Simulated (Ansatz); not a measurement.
Runs of Ansatz 0.2.0 on B. The structure is cubic, space group Pm-3m (No. 221). Conventional cell: a = 1.885 Å, b = 1.885 Å, c = 1.885 Å, α = 90.00°, β = 90.00°, γ = 90.00°. Around B (site symmetry m-3m) lie 6 B at 1.89 Å. The cell was built by a generator and needn't be a form met in nature.

| level | cutoff (eV) | gap on the mesh (eV) | pressure (GPa) |
| --- | --- | --- | --- |
| BLYP | 420 | none | 8.0 |
| RPBE | 420 | none | (b) |
| revPBE | 420 | none | 3.3 |
| r2SCAN | 500 | none | (a) |
| PBEsol | 420 | none | -2.6 |

Alike in all rows: task band structure; potentials or basis Ansatz PAW; no spin polarisation; cell as given; k mesh 14 × 14 × 14; smearing fermi-dirac 0.05 eV.

**Question.** Estimate the missing entries.

**Answer.** (a) 0.5; (b) 4.0.

Caveats: the PAW data sets come from PBE, with cores solved anew for the run's functional, which leaves a small shift of forces and pressure.

A gap of «none» marks a metal or a gap under the smearing width.

Runs at the PBE level aren't shown here.
